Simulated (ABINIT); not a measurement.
A run of ABINIT 10.8.3 (patched build) is set up as follows.

File run.abi:

```
ndtset 2

pp_dirpath "./"
pseudos "Ba.GGA_PBE-JTH.xml, Zr.GGA_PBE-JTH.xml, O.GGA_PBE-JTH.xml"

acell 3*1.0
rprim
     7.9204846952     0.0000000000     0.0000000000
     0.0000000000     7.9204846952     0.0000000000
     0.0000000000     0.0000000000     7.9204846952
ntypat 3
znucl 56 40 8
natom 5
typat 1 2 3 3 3
xred
     0.0000000000     0.0000000000     0.0000000000
     0.5000000000     0.5000000000     0.5000000000
     0.5000000000     0.5000000000     0.0000000000
     0.5000000000     0.0000000000     0.5000000000
     0.0000000000     0.5000000000     0.5000000000

ecut 23.0
pawecutdg 45.0
pawxcdev 0

ixc -116133

occopt 3
tsmear 0.05 eV

nstep 100

iomode 3
prtwf 0
prteig 0
prtebands 0
enunit 1
prtden1 1

kptopt1 1
ngkpt1 6 6 6
nshiftk1 1
shiftk1 0.0 0.0 0.0
nband1 24
tolvrs1 1.0e-9

iscf2 -2
getden2 1
nband2 30
nbdbuf2 4
tolwfr2 1.0e-11
kptopt2 -5
ndivsm2 8
prteig2 1
kptbounds2
     0.0000000000     0.0000000000     0.0000000000
     0.0000000000     0.5000000000     0.0000000000
     0.5000000000     0.5000000000     0.0000000000
     0.0000000000     0.0000000000     0.0000000000
     0.5000000000     0.5000000000     0.5000000000
     0.0000000000     0.5000000000     0.0000000000
```

Potentials or basis: JTH PAW PBE v2.0.

Run with:

```sh
$ abinit run.abi > log 2>&1
```

(1) Estimate the band gap along the path.

(2) What does it give for the pressure?

(3) What does it give for the band gap on the k mesh?

## Answers

(1) 3.11 eV, indirect (least direct gap 3.33 eV).

(2) -0.8 GPa.

(3) 3.11 eV, indirect (least direct gap 3.33 eV).

Caveat: this set's barium file shifts pressures by 1.5 GPa and gaps by 0.1 eV against other sets; the PAW data sets were made with another functional, which shifts forces and pressure a little; spin-orbit coupling is left out, which moves the levels of the heavy elements.
